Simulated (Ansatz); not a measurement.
# The honeycomb BAs bilayer (AB) under a gate

Wanted: Fermi level and gate voltage of the honeycomb BAs bilayer (AB) as it is charged.

Calculated with Ansatz 0.2.0; plane-wave DFT, PBE-D3(BJ), Ansatz PAW.

Most raw output is cut from this account.

**1. Set-up**

The cell holds 4 atoms: 2 As and 2 B. Cell: a = 3.390 Å, b = 3.390 Å, c = 37.000 Å, α = 90.0°, β = 90.0°, γ = 120.0°. Regions: layer 1: honeycomb BAs, 2 atoms (1 As and 1 B); layer 2: honeycomb BAs, 2 atoms (1 As and 1 B). Vacuum lies along c.

**2. Relaxing the slab**

The starting cell is a guess, so the in-plane lattice and the atoms are relaxed first, with the slab cut off from its images along the normal.

input.yaml reads:

```yaml
crystal:
  lattice:
    - [3.39, 0.0, 0.0]
    - [-1.695, 2.9358261188, 0.0]
    - [0.0, 0.0, 36.9999999988]
  atoms:
    - { symbol: As, position: [0.6666666667, 0.3333333333, 0.4594594595] }
    - { symbol: B, position: [0.3333333333, 0.6666666667, 0.4594594595] }
    - { symbol: As, position: [0.0, 0.0, 0.5405405405] }
    - { symbol: B, position: [0.6666666667, 0.3333333333, 0.5405405405] }
  periodic: [true, true, false]
kpoints:
  mp_grid: { grid: [12, 12, 1] }
hamiltonian:
  xc: pbe
  dispersion: d3bj
scf:
  occupations: { method: fermi_dirac, width: 0.05 }
  convergence: { dr2_threshold: 1.0e-09 }
relax:
  f_tol: 0.004
  max_steps: 90
  cell: {}
output:
  write_potential: true
  write_density: true
  volumetric_format: npy
```

Launch:

```sh
> ansatz run input.yaml --threads 4 --pin off --max-ram 16384MiB --backend cpu --events-out ev --progress --plain --runs-dir out
```

The job ended after 30 s (4 threads of Arm Neoverse V1, shared host; peak memory 0.65 GiB).

Step by step:

```csv
step,energy less that of the first step (eV),largest force component (eV/Å),volume (Å³)
1,0.0000,0.6764,368.24
2,-0.1559,0.1784,366.50
3,-0.1696,0.0934,362.24
4,-0.1755,0.0487,363.07
5,-0.1830,0.0152,364.23
6,-0.1834,0.0026,364.20
7,-0.1835,0.0007,364.17
8*,-0.1831,0.0007,364.17
```

Relaxation steps marked * repeat the geometry before them on a plane-wave basis chosen anew for their cell, so energy and pressure can jump there.

Forces are held to the 6 operations that the run works with; a distortion that breaks them can't arise in this run.

```csv
cell as run,before,after,change
a (Å),3.390,3.371,-0.6 %
b (Å),3.390,3.371,-0.6 %
```

The atoms that moved most (Å, along periodic axes as changes of fractional coordinates times the final cell, across vacuum about the mean position):

```csv
atom,dx,dy,dz,length
B2,0.000,0.000,-0.333,0.333
As3,0.000,0.000,0.332,0.332
B4,0.000,0.000,0.284,0.284
As1,0.000,0.000,-0.283,0.283
```

The relaxed structure:

```xyz
4
Lattice="3.3712 0.0000 0.0000 -1.6856 2.9196 0.0000 0.0000 0.0000 37.0000" Properties=species:S:1:pos:R:3
As    1.6856    0.9732   16.7167
B     0.0000    1.9464   16.6666
As    0.0000    0.0000   20.3325
B     1.6856    0.9732   20.2842
```

The lattice constant a goes from 3.390 to 3.371 Å.

**3. Gated layer, added electrons 0, start network**

The slab is cut off from its images along the normal. A charged sheet stands for each gate, the layer takes the opposite charge, and a barrier ahead of the sheet keeps electrons from leaking to it. The uncharged case sets the zero; a dense mesh is needed because few carriers fill a small part of the zone.

The cell differs from the one that the last finished run ended in (c 37.000 → 36.666 Å).

input.yaml reads:

```yaml
crystal:
  lattice:
    - [3.3712284361, 0.0, 0.0]
    - [-1.685614218, 2.9195694676, 0.0]
    - [0.0, 0.0, 36.6659100833]
  atoms:
    - { symbol: As, position: [0.6666666667, 0.3333333333, 0.4513761358] }
    - { symbol: B, position: [0.3333333333, 0.6666666667, 0.4500092855] }
    - { symbol: As, position: [0.0, 0.0, 0.5499907145] }
    - { symbol: B, position: [0.6666666667, 0.3333333333, 0.5486751244] }
  periodic: [true, true, false]
  symmetry: { detect: true }
kpoints:
  mp_grid: { grid: [84, 84, 1] }
  band_path:
    path: [[0, 0, 0], [0.5, 0, 0], [0.33333333, 0.33333333, 0], [0, 0, 0]]
    npoints: 16
hamiltonian:
  xc: pbe
  dispersion: d3bj
scf:
  occupations: { method: fermi_dirac, width: 0.02585 }
  convergence: { dr2_threshold: 1.0e-10 }
output:
  forces: true
  eigenvalues: true
  dos: { projected: true, e_range: [-3, 3], de: 0.01 }
  write_potential: true
  write_density: true
  volumetric_format: npy
  elf: true
external_charges:
  - { charge: 0, barrier: 10, axis: 3, height: 23.666, sigma: 0.25 }
```

The job ended after 3.1 min (4 threads; peak memory 3.6 GiB; 12 min of CPU time).

This step gave:

```
gap along the path                                                                  : 0.6355 eV
smallest direct gap along the path                                                  : 0.6552 eV
gap, the smaller of path and mesh                                                   : 0.6355 eV
potential beyond the upper barrier and gate, less the barrier, from the Fermi level : 4.600 eV
```

Running mean over a fixed 2.8 Å (it still follows the layers) of the planar mean; beyond a gate it holds the 10 eV model barrier. Electron's electrostatic potential energy less the Fermi level against z:

```csv
z (Å),electron's electrostatic potential energy less the Fermi level (eV)
4,4.54
5,4.54
6,4.54
7,4.54
8,4.54
9,4.54
10,4.54
11,4.54
12,4.54
13,4.52
14,4.21
15,0.839
16,-3.50
17,-3.68
18,-0.332
19,-1.51
20,-3.82
21,-2.43
22,2.65
23,7.09
24,10.8
25,14.1
26,14.6
27,14.6
28,14.6
29,14.6
30,14.6
31,14.6
32,14.6
33,14.6
```

The density of states has structure finer than the step of the table below, so its rows give means over 0.2 eV, whole bins alone (the curve runs from -3 to 2.29 eV). Peaks (eV: height): -2.83: 2.14, -1.18: 3.01, -0.35: 1.17, 1.05: 5.74.

The density of states by energy, zero at the Fermi level of the run, which the smearing sets inside the gap; means over each step:

```csv
energy (eV),density of states (states/eV a cell)
-2.8,1.93
-2.6,1.85
-2.4,1.81
-2.2,1.81
-2.0,1.83
-1.8,1.55
-1.6,1.12
-1.4,1.08
-1.2,1.65
-1.0,1.11
-0.8,0.700
-0.6,0.476
-0.4,0.460
-0.2,0
0.0,0
0.2,0.00589
0.4,0.256
0.6,0.313
0.8,0.553
1.0,1.86
1.2,1.34
1.4,1.37
1.6,1.07
1.8,0.963
2.0,1.02
```

Projected DOS per atom over height of the atomic layer and energy from the Fermi level. Layers: BAs BAs from below.

Ten even steps from '_' (0.000 states/eV) to '@' (0.479 states/eV), each cell a mean:
```
##++
====
==++
++**
**##
@@##
::..
::__
____
____
____
..--
::--
==++
##%%
++++
****
%%@@
@@@@
@@@@
@@@@
@@@@
```
Columns: height of the atomic layer (Å) from 16.5 to 20.1; rows upwards: energy from the Fermi level (eV) from -2.98 to 2.27.

Electronic bands along the path, in eV, zero at the Fermi level of the run, which the smearing sets inside the gap:

```csv
point,band 15,band 16,band 17,band 18,band 19,band 20,band 21,band 22
Γ,-1.93,-1.93,-1.80,-1.80,3.38,3.52,3.68,4.43
halfway,-4.01,-3.19,-3.03,-2.64,2.74,3.03,3.99,4.59
M,-4.03,-3.86,-1.84,-1.18,1.05,1.31,2.06,2.37
halfway,-5.33,-5.16,-1.51,-0.86,0.99,1.12,3.99,4.31
K,-6.44,-6.31,-0.78,-0.35,0.30,0.83,5.79,6.21
halfway,-4.08,-3.94,-3.68,-2.34,3.42,4.06,4.30,4.47
Γ,-1.93,-1.93,-1.80,-1.80,3.38,3.52,3.68,4.43
```

Electrostatic potential energy in the ca plane at fractional y = 0.333, with atoms of As and B within 0.2 Å of it. With pseudopotentials it is smooth inside the atoms' cores, unlike the true potential.

Ten even steps from '0' (-23 eV) to '9' (10 eV), each cell a mean:
```
77777777777777777666410135666653345667777799
77777777777777777665125304666530014667777799
77777777777777777664069703666510003667777799
77777777777777777664048504666520003667777799
77777777777777777665211125666642135667777799
77777777777777777666532356666654345667777799
77777777777777777766554556666653235667777799
77777777777777777766654566666653235667777799
77777777777777777766544456666654345667777799
```
Columns run along c (16.0 Å, from fractional 0.23 to 0.67 of the cell; values clipped at the 3rd and 97th percentile), rows up along a (3.4 Å). Atoms in or near the plane, at fractional coordinates: As at (0.45, 0.67), B at (0.55, 0.67).

Valence density in the ca plane at fractional y = 0.333, with atoms of As and B within 0.2 Å of it. It is the smooth field of the valence electrons, not physical close to the nuclei.

Ten steps, logarithmic in the rise over the least value, from '0' (0 e/Å³) to '9' (24 e/Å³), each cell a mean:
```
00000000000000000001123321000012221000000000
00000000000000000001367631000122221000000000
00000000000000000001489841000122221000000000
00000000000000000001379741000122221000000000
00000000000000000001245421000112221000000000
00000000000000000000122210000012221000000000
00000000000000000000111110000012211000000000
00000000000000000000111110000012211000000000
00000000000000000000112110000012221000000000
```
Columns run along c (16.0 Å, from fractional 0.23 to 0.67 of the cell), rows up along a (3.4 Å). Atoms in or near the plane, at fractional coordinates: As at (0.45, 0.67), B at (0.55, 0.67).

ELF in the ca plane at fractional y = 0.333, with atoms of As and B within 0.2 Å of it. It is the smooth field of the valence electrons, not physical close to the nuclei.

Values, 5 rows by 16 columns, each cell a mean:
```
0.00 0.00 0.00 0.00 0.00 0.04 0.38 0.62 0.57 0.40 0.31 0.67 0.60 0.18 0.01 0.00
0.00 0.00 0.00 0.00 0.00 0.08 0.51 0.50 0.31 0.48 0.29 0.20 0.39 0.17 0.01 0.00
0.00 0.00 0.00 0.00 0.00 0.05 0.39 0.62 0.56 0.41 0.31 0.66 0.60 0.17 0.01 0.00
0.00 0.00 0.00 0.00 0.00 0.01 0.16 0.51 0.58 0.20 0.27 0.58 0.55 0.22 0.02 0.00
0.00 0.00 0.00 0.00 0.00 0.01 0.15 0.50 0.56 0.19 0.27 0.57 0.54 0.22 0.02 0.00
```
Columns run along c (16.0 Å, from fractional 0.23 to 0.67 of the cell), rows up along a (3.4 Å). Atoms in or near the plane, at fractional coordinates: As at (0.45, 0.67), B at (0.55, 0.67).

The gap, the smaller of path and mesh, is 0.636 eV.

**4. Gated layer, added electrons 1×10¹³ per cm²**

input.yaml, as its differences from that of step 3:

```diff
@@ -12,2 +12,3 @@
   symmetry: { detect: true }
+total_charge: -0.009843
 kpoints:
@@ -26,3 +27,2 @@
   eigenvalues: true
-  dos: { projected: true, e_range: [-3, 3], de: 0.01 }
   write_potential: true
@@ -30,4 +30,4 @@
   volumetric_format: npy
-  elf: true
 external_charges:
   - { charge: 0, barrier: 10, axis: 3, height: 23.666, sigma: 0.25 }
+  - { charge: 0.009843, axis: 3, height: 25.166, sigma: 0.5 }
```

The job ended after 3.9 min (4 threads; peak memory 3.7 GiB).

This step gave:

```
energy at zero smearing                                                             : -10023.4379 eV
potential beyond the upper barrier and gate, less the barrier, from the Fermi level : 3.529 eV
```

The electronic bands at the labelled points (eV, zero at the Fermi level):

```csv
point,band 15,band 16,band 17,band 18,band 19,band 20,band 21,band 22
Γ,-2.26,-2.26,-2.20,-2.20,3.03,3.12,3.32,4.08
halfway,-4.38,-3.53,-3.42,-3.02,2.39,2.64,3.61,4.23
M,-4.37,-4.25,-2.21,-1.56,0.69,0.93,1.70,1.99
halfway,-5.68,-5.55,-1.88,-1.24,0.66,0.70,3.63,3.93
K,-6.76,-6.72,-1.13,-0.77,-0.02,0.43,5.42,5.77
halfway,-4.42,-4.34,-4.05,-2.71,3.05,3.70,3.91,4.10
Γ,-2.26,-2.26,-2.20,-2.20,3.03,3.12,3.32,4.08
```

Against the uncharged case this takes +1.07 V.

**5. Gated layer, added electrons 3×10¹³ per cm²**

input.yaml, as its differences from that of step 4:

```diff
@@ -12,3 +12,3 @@
   symmetry: { detect: true }
-total_charge: -0.009843
+total_charge: -0.029528
 kpoints:
@@ -32,2 +32,2 @@
   - { charge: 0, barrier: 10, axis: 3, height: 23.666, sigma: 0.25 }
-  - { charge: 0.009843, axis: 3, height: 25.166, sigma: 0.5 }
+  - { charge: 0.029528, axis: 3, height: 25.166, sigma: 0.5 }
```

Run time: 3.9 min. Hardware: 4 threads; peak memory 3.7 GiB; 16 min of CPU time.

Against the uncharged case this takes +2.56 V.

**6. Gated layer, added electrons 6×10¹³ per cm²**

input.yaml, as its differences from that of step 5:

```diff
@@ -12,3 +12,3 @@
   symmetry: { detect: true }
-total_charge: -0.029528
+total_charge: -0.059055
 kpoints:
@@ -32,2 +32,2 @@
   - { charge: 0, barrier: 10, axis: 3, height: 23.666, sigma: 0.25 }
-  - { charge: 0.029528, axis: 3, height: 25.166, sigma: 0.5 }
+  - { charge: 0.059055, axis: 3, height: 25.166, sigma: 0.5 }
```

The job ended after 3.8 min (4 threads; peak memory 3.7 GiB; 15 min of CPU time).

Against the uncharged case this takes +4.63 V.

**7. Gated layer, added electrons 10×10¹³ per cm²**

input.yaml, as its differences from that of step 6:

```diff
@@ -12,3 +12,3 @@
   symmetry: { detect: true }
-total_charge: -0.059055
+total_charge: -0.098425
 kpoints:
@@ -32,2 +32,2 @@
   - { charge: 0, barrier: 10, axis: 3, height: 23.666, sigma: 0.25 }
-  - { charge: 0.059055, axis: 3, height: 25.166, sigma: 0.5 }
+  - { charge: 0.098425, axis: 3, height: 25.166, sigma: 0.5 }
```

It took 3.2 min on 4 threads; peak memory 3.7 GiB.

Against the uncharged case this takes +7.25 V.

**8. Gated layer, added electrons -1×10¹³ per cm²**

input.yaml, as its differences from that of step 7:

```diff
@@ -12,3 +12,3 @@
   symmetry: { detect: true }
-total_charge: -0.098425
+total_charge: 0.009843
 kpoints:
@@ -32,2 +32,2 @@
   - { charge: 0, barrier: 10, axis: 3, height: 23.666, sigma: 0.25 }
-  - { charge: 0.098425, axis: 3, height: 25.166, sigma: 0.5 }
+  - { charge: -0.009843, axis: 3, height: 25.166, sigma: 0.5 }
```

Run time: 3.4 min. Hardware: 4 threads; peak memory 3.6 GiB.

The electronic bands at the labelled points (eV, zero at the Fermi level):

```csv
point,band 15,band 16,band 17,band 18,band 19,band 20,band 21,band 22
Γ,-1.62,-1.62,-1.48,-1.48,3.69,3.85,3.99,4.74
halfway,-3.70,-2.88,-2.71,-2.32,3.05,3.34,4.30,4.91
M,-3.72,-3.54,-1.53,-0.86,1.37,1.63,2.37,2.69
halfway,-5.03,-4.84,-1.20,-0.55,1.30,1.44,4.30,4.62
K,-6.14,-5.99,-0.47,-0.03,0.61,1.15,6.11,6.55
halfway,-3.78,-3.62,-3.37,-2.02,3.73,4.37,4.61,4.78
Γ,-1.62,-1.62,-1.48,-1.48,3.69,3.85,3.99,4.74
```

Against the uncharged case this takes -0.97 V.

**9. Gated layer, added electrons -3×10¹³ per cm²**

input.yaml, as its differences from that of step 8:

```diff
@@ -12,3 +12,3 @@
   symmetry: { detect: true }
-total_charge: 0.009843
+total_charge: 0.029528
 kpoints:
@@ -32,2 +32,2 @@
   - { charge: 0, barrier: 10, axis: 3, height: 23.666, sigma: 0.25 }
-  - { charge: -0.009843, axis: 3, height: 25.166, sigma: 0.5 }
+  - { charge: -0.029528, axis: 3, height: 25.166, sigma: 0.5 }
```

Wall time 3.3 min (4 threads); peak memory 3.6 GiB; 13 min of CPU time.

Against the uncharged case this takes -2.34 V.

**10. Gated layer, added electrons -6×10¹³ per cm²**

input.yaml, as its differences from that of step 9:

```diff
@@ -12,3 +12,3 @@
   symmetry: { detect: true }
-total_charge: 0.029528
+total_charge: 0.059055
 kpoints:
@@ -27,2 +27,3 @@
   eigenvalues: true
+  dos: { projected: true, e_range: [-3, 3], de: 0.01 }
   write_potential: true
@@ -30,4 +31,5 @@
   volumetric_format: npy
+  elf: true
 external_charges:
   - { charge: 0, barrier: 10, axis: 3, height: 23.666, sigma: 0.25 }
-  - { charge: -0.029528, axis: 3, height: 25.166, sigma: 0.5 }
+  - { charge: -0.059055, axis: 3, height: 25.166, sigma: 0.5 }
```

It took 3.3 min on 4 threads; peak memory 3.6 GiB; 13 min of CPU time.

Against the uncharged case this takes -4.41 V.

**11. Gated layer, added electrons -10×10¹³ per cm²**

input.yaml, as its differences from that of step 10:

```diff
@@ -12,3 +12,3 @@
   symmetry: { detect: true }
-total_charge: 0.059055
+total_charge: 0.098425
 kpoints:
@@ -34,2 +34,2 @@
   - { charge: 0, barrier: 10, axis: 3, height: 23.666, sigma: 0.25 }
-  - { charge: -0.059055, axis: 3, height: 25.166, sigma: 0.5 }
+  - { charge: -0.098425, axis: 3, height: 25.166, sigma: 0.5 }
```

Wall time 3.9 min (4 threads); peak memory 3.6 GiB.

The density of states has structure finer than the step of the table below, so its rows give means over 0.1 eV, whole bins alone (the curve runs from -3 to 1.99 eV). Peaks (eV: height): -2.85: 2.49, -2.71: 2.51, -0.67: 3.11, 1.47: 6.11, 1.87: 1.97.

The density of states by energy, zero at the Fermi level; means over each step:

```csv
energy (eV),density of states (states/eV a cell)
-2.9,2.23
-2.8,1.85
-2.7,2.06
-2.6,2.06
-2.5,1.88
-2.4,1.90
-2.3,1.88
-2.2,1.85
-2.1,1.83
-2.0,1.82
-1.9,1.81
-1.8,1.81
-1.7,1.81
-1.6,1.74
-1.5,1.65
-1.4,1.84
-1.3,1.41
-1.2,1.12
-1.1,1.06
-1.0,1.04
-0.9,1.04
-0.8,1.10
-0.7,1.69
-0.6,1.56
-0.5,1.09
-0.4,0.837
-0.3,0.632
-0.2,0.540
-0.1,0.469
0.0,0.410
0.1,0.368
0.2,0.366
0.3,2.1e-4
0.4,0
0.5,0
0.6,0.00155
0.7,0.184
0.8,0.220
0.9,0.251
1.0,0.294
1.1,0.351
1.2,0.435
1.3,0.583
1.4,1.21
1.5,2.35
1.6,1.22
1.7,1.17
1.8,1.24
1.9,1.57
```

Against the uncharged case this takes -7.22 V.

**12. The series together**

This step: plane-wave DFT, PBE-D3(BJ), Ansatz PAW; charging by gates (Ansatz 0.2.0).

The potential behind each gate is read from every run and counted from the uncharged case.

Voltage on the gate against the layer's Fermi level, from the uncharged case. Table of gate voltage by added electrons:

```csv
added electrons (10¹³ per cm²),gate voltage (V)
-10.00,-7.22
-6.00,-4.41
-3.00,-2.34
-1.00,-0.975
0.00,0
1.00,1.07
3.00,2.56
6.00,4.63
10.00,7.25
```

Charge step over voltage step between neighbouring densities. The total capacitance by added electrons:

```csv
added electrons (10¹³ per cm²),total capacitance (µF/cm²)
-8.00,2.28
-4.50,2.32
-2.00,2.35
-0.50,1.64
0.50,1.50
2.00,2.16
4.50,2.31
8.00,2.45
```

Work function of the face away from the gate. The work function of the far face by added electrons:

```csv
added electrons (1e13 /cm²),work function of the far face (eV)
-10.00,4.88
-6.00,4.87
-3.00,4.86
-1.00,4.84
0.00,4.54
1.00,4.22
3.00,4.18
6.00,4.16
10.00,4.14
```

By hand: 10¹³ electrons per cm² are 0.001 e/Å², which by Gauss's law end a field of 0.181 V/Å. At 10×10¹³ holes per cm² the field towards a gate is 1.810 V/Å, which over the 5 Å from the outer atoms would drop 9.05 V; the run needs 7.22 V.

**13. The same run with other settings**

This step: plane-wave DFT, PBE-D3(BJ), Ansatz PAW (Ansatz 0.2.0).

A run with a changed input: it repeats the earlier run at 1 × 10¹³ added electrons per cm² with kpoints.mp_grid.grid from [84, 84, 1] to [12, 12, 1].

input.yaml, the sections that differ from step 11:

```yaml
total_charge: -0.009843
kpoints:
  mp_grid: { grid: [12, 12, 1] }
  band_path:
    path: [[0, 0, 0], [0.5, 0, 0], [0.33333333, 0.33333333, 0], [0, 0, 0]]
    npoints: 16
output:
  forces: true
  eigenvalues: true
  write_potential: true
  write_density: true
  volumetric_format: npy
external_charges:
  - { charge: 0, barrier: 10, axis: 3, height: 23.666, sigma: 0.25 }
  - { charge: 0.009843, axis: 3, height: 25.166, sigma: 0.5 }
# crystal, hamiltonian, scf: as in step 11
```

Wall time 12 s (4 threads); peak memory 0.62 GiB; 47 s of CPU time.

```csv
quantity,this run,earlier run,difference
"potential beyond the upper barrier and gate, less the barrier, from the Fermi level (eV)",3.560,3.529,0.030
```

It moves by +0.0303 eV.

The change shows in the results, which are not taken further.

(Part 1 of 2 ends here.)

[Logs are printed without paths, hosts, clocks, repeated set-up lines and the standing remarks that a program may print on its own settings, such as how far it seeks lower states.]

[Hosts, paths, dates, database ids (printed as entryN), source tags and the programs' standing remarks are cut or masked in the printed files.]

[Maps of the electrostatic potential energy from Ansatz leave out the sawtooth potential of an applied field or a dipole correction, so their vacuum need not be flat; planar profiles and work functions include it.]

[The density of states shown here was stored with 400 of the rows of the run's finer table, so its peaks can read low, often by over a quarter, or be missed, and its means over a window can be off by a tenth or more.]
